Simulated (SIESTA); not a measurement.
The system is CdTe.

```
CELL_PARAMETERS angstrom
0.00000 3.20500 3.20500
3.20500 0.00000 3.20500
3.20500 3.20500 0.00000
ATOMIC_POSITIONS crystal
Te 0.75000 0.75000 0.75000
Cd 0.00000 0.00000 0.00000
```

Base run:

```yaml
Program: SIESTA 5.4.2
Functional: PBE-libxc
Potentials_or_basis: PseudoDojo 0.4 standard (PBE files)
Basis: DZP (energy shift 0.002 Ry)
Grid_cutoff: 800 Ry
Energy_shift: 0.002 Ry
k_mesh: 7 × 7 × 7
Occupations: fermi-dirac, width 0.05 eV
Spin: no spin polarisation
```

Its results: band gap on the k mesh 1.21 eV, direct; pressure 4.7 GPa.

Task: After a change of settings the same cell gave: band gap on the k mesh 0.98 eV, direct; pressure 4.9 GPa. Which change was it?
A. functional from PBE-libxc to LDA; potentials or basis from PseudoDojo 0.4 standard (PBE files) to PseudoDojo 0.4 standard (LDA files)
B. functional from PBE-libxc to VV10
C. functional from PBE-libxc to PBEsol; potentials or basis from PseudoDojo 0.4 standard (PBE files) to PseudoDojo 0.4 standard (PBEsol files)
D. functional from PBE-libxc to PBE; k mesh from 7 × 7 × 7 to 5 × 5 × 5

Result: B.

Caveats: semicore shells carry a single zeta, which can move pressures by several GPa and volumes by a few percent; spin-orbit coupling is left out, which moves the levels of the heavy elements; the basis of atomic orbitals isn't converged, which shifts pressures, moduli and gaps; the non-local part is tabulated coarsely and may be off by about a percent (some runs); the potentials were made for another functional, which shifts forces and pressure (some runs).

Not every run made on this cell is shown here.
